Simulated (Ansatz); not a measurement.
# ZnSe: the cost of one run

Program: Ansatz 0.2.0. Level of theory: DFT HSE06, scalar-relativistic, plane waves, PAW. These are calculated values, not measurements.

1 further run of the same task is left out (it didn't finish). Runs told in other sessions of the task aren't counted.

## Step 1: Starting point

It takes space group F-43m (No. 216, cubic). Conventional cell: a = 5.732 Å, b = 5.732 Å, c = 5.732 Å, α = 90.00°, β = 90.00°, γ = 90.00°. Zn (site symmetry -43m) is surrounded by 4 Se at 2.48 Å. Around Se (site symmetry -43m) lie 4 Zn at 2.48 Å.

Coordinates:

```cif
data_structure
_symmetry_space_group_name_H-M 'P 1'
_symmetry_Int_Tables_number 1
_cell_length_a 4.0533
_cell_length_b 4.0533
_cell_length_c 4.0533
_cell_angle_alpha 60.000
_cell_angle_beta 60.000
_cell_angle_gamma 60.000
_cell_volume 47.09
loop_
_atom_site_label
_atom_site_type_symbol
_atom_site_fract_x
_atom_site_fract_y
_atom_site_fract_z
_atom_site_occupancy
Zn1 Zn 0.00000 0.00000 0.00000 1
Se1 Se 0.75000 0.75000 0.75000 1
```

It is the end of an earlier relaxation with the same method, from a generated guess; it needn't be the stable form of this composition. At a tolerance of 0.02 Å it has space group F-43m (No. 216); it has 23.54 Å³/atom, an uncorrected energy of -0.71 eV/atom over the elements and, on its mesh, gap 1.15 eV.

## Step 2: The same geometry with HSE06

input.yaml

```yaml
crystal:
  lattice:
    - [0.0, 2.8661434335, 2.8661434335]
    - [2.8661434335, 0.0, 2.8661434335]
    - [2.8661434335, 2.8661434335, 0.0]
  atoms:
    - { symbol: Zn, position: [0.0, 0.0, 0.0] }
    - { symbol: Se, position: [0.75, 0.75, 0.75] }
basis:
  ecutwfc: 420
kpoints:
  mp_grid: { grid: [6, 6, 6] }
  band_path:
    path:
      - [[0.0, 0.0, 0.0], [-0.5, -0.5, 0.0], [-0.375, -0.375, 0.25]]
      - [[-0.375, 0.0, 0.375], [0.0, 0.0, 0.0], [0.0, 0.0, 0.5], [-0.5, -0.25, 0.25], [-0.5, -0.5, 0.0]]
    npoints: 4
hamiltonian:
  xc: hse06
scf:
  occupations: { method: gaussian, width: 0.02 }
output:
  forces: true
  stress: true
  eigenvalues: true
  populations: true
  dos: { projected: true, de: 0.02 }
  bader: false
```

Command:

```
$ ansatz run input.yaml --threads 1 --pin off --max-ram 2560MiB --backend cpu --events-out ev --progress --plain --runs-dir out
```

Q: Estimate wall time and peak memory on 1 thread of Arm Neoverse V1, shared host.

About 6.7 min, with a peak of 1.5 GiB.
